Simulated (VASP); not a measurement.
Set up this calculation in VASP 6.6.1, as the native input.

```yaml
Task: relaxation of cell and atoms
Functional: RPBE
Potentials_or_basis: VASP PAW PBE potentials, release 64 (Cd)
Cutoff: 600 eV
k_mesh: 10 × 10 × 10
Occupations: fermi-dirac, width 0.05 eV
Spin: no spin polarisation
Further_INCAR_settings: ALGO = Normal; EDIFF = 1e-07; IBRION = 2; EDIFFG = -0.01; NSW = 40; ISIF = 3
```

The structure of Cd lies in POSCAR:

```
Cd
1.0
   -1.7843220000      1.7843220000      1.7843220000
    1.7843220000     -1.7843220000      1.7843220000
    1.7843220000      1.7843220000     -1.7843220000
Cd
1
Direct
    0.0000000000      0.0000000000      0.0000000000
```

This isn't the form of Cd at room conditions, which is hcp.

One way to write it, as run:

INCAR

```
SYSTEM = Cd
PREC = Accurate
ENCUT = 600
EDIFF = 1E-7
ISMEAR = -1
SIGMA = 0.05
LREAL = .False.
LASPH = .True.
NELM = 100
ALGO = Normal
ISIF = 3
LWAVE = .False.
LCHARG = .False.
GGA = RP
IBRION = 2
NSW = 40
EDIFFG = -0.01
```

KPOINTS

```
Automatic mesh
0
Gamma
  10 10 10
  0 0 0
```

Potentials or basis: VASP PAW PBE potentials, release 64 (Cd).

The run is started by

```bash
$ cat potpaw_PBE.64/Cd/POTCAR > POTCAR
$ mpirun -np 1 vasp_std > vasp.out
```

Results of the run:

| Item | Value |
| --- | --- |
| Relaxed volume | 25.23 Å³/atom |
| Relaxed cell | a = 3.200 Å, b = 3.200 Å, c = 3.200 Å, α = 109.47°, β = 109.47°, γ = 109.47° |
| Space group after relaxing (to 0.05 Å) | Im-3m (No. 229) |
| Energy gained by relaxing | 25.8 meV/atom |
| Ionic steps | 4 |
| Pressure after relaxing | 0.0 GPa |
| Band gap on the k mesh | none (metal or under the smearing width) |

Caveat: the PAW data sets were made with another functional, which shifts forces and pressure a little.

Wall time 32 s on 1 thread of Intel(R) Xeon(R) Platinum 8488C (Sapphire Rapids), on a shared host, peak memory 0.17 GiB.
